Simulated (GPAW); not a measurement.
SnSe:

```
Sn Se
1.0
     0.00000    3.01000    3.01000
     3.01000    0.00000    3.01000
     3.01000    3.01000    0.00000
Sn Se
1 1
Direct
  0.00000 0.00000 0.00000
  0.50000 0.50000 0.50000
```

Measurements of this composition are mostly on another form, of space group No. 62.

Program: GPAW 26.7.0. Alike in all runs: cell as given. Hardware: 1 thread of Arm Neoverse V2 (shared host).

Question: Order these runs on this cell by their wall time, lowest first.
A. task single point; level PBEsol0; potentials or basis GPAW PAW data sets (gpaw-data 1.2.1), pw; spin off; k mesh 3 × 3 × 3; cutoff (eV) 450; smearing fermi-dirac 0.05 eV; maxiter 60; mesh quality coarse
B. task band structure; level BLYP; potentials or basis PAW data sets generated in the run's folder for this functional, pw; spin off; k mesh 8 × 8 × 8; cutoff (eV) 600; smearing fermi-dirac 0.05 eV; eigensolver davidson; maxiter 150; band path GXWKGLUWLK,UX; band points 60; mesh quality not flagged
C. task single point; level PBEsol; potentials or basis PAW data sets generated in the run's folder for this functional, pw; spin off; k mesh 8 × 8 × 8; cutoff (eV) 600; smearing gaussian 0.1 eV; maxiter 150; mesh quality not flagged
D. task band structure; level r2SCAN; potentials or basis GPAW PAW data sets (gpaw-data 1.2.1), pw; spin SOC, no magnetisation; k mesh 6 × 6 × 6; cutoff (eV) 600; smearing fermi-dirac 0.05 eV; maxiter 150; band path GXWKGLUWLK,UX; band points 100; spin axis theta (degrees) 0; mesh quality not flagged

Answer: C (16 s), B (38 s), D (150 s), A (550 s).

Caveats: some runs use coarse meshes; spin-orbit coupling was added after a scalar SCF, so levels and gaps hold it while energy, forces, pressure and moments don't (some runs); exact exchange converges slowly with the k mesh, and this mesh is small (some runs).

Not every run made on this cell is shown here.
